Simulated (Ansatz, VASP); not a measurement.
**P in VASP and in Ansatz**

```
P
1.0
     0.00056    0.00009    2.45366
     4.88004   -0.00029    0.00143
    -0.00026    4.90917    0.00017
P
4
Direct
  0.00005 0.00948 0.99995
  0.00004 0.00949 0.50006
  0.99996 0.49051 0.00009
  0.99995 0.49051 0.49991
```

Change from the starting cell: cell x4, atoms moved at random (sigma 0.05 Å) and cell strained at random (1.5 %), then relaxed without symmetry.

Alike in both runs: functional PBE; k mesh 8 × 4 × 4; occupations gaussian, width 0.2 eV; no spin polarisation.

Ansatz relaxed the structure, and its values are those at the end. VASP's run is a single point on that final structure, the one shown.

|  | VASP | Ansatz |
| --- | --- | --- |
| version | VASP 6.6.1 | Ansatz 0.2.0 |
| potentials or method | VASP PAW PBE potentials, release 64 (P) | scalar-relativistic, plane waves, PAW |
| plane-wave cutoff (eV) | 520 | 420 |
| valence electrons in the cell | 20 | 20 |

Ansatz gave:

```
gap on the k mesh at the Fermi level (eV) : none
pressure (GPa)                            : 0.0
rms of the force components (eV/Å)        : 0.000
```

Question: Which values does VASP return?

Answer: gap on the k mesh at the Fermi level (eV): none; pressure (GPa): -0.2; rms of the force components (eV/Å): 0.010.

A gap of «none» marks a metal or a gap that the smearing closes. With one functional, cell and mesh, what is left measures potentials, basis and numerics.
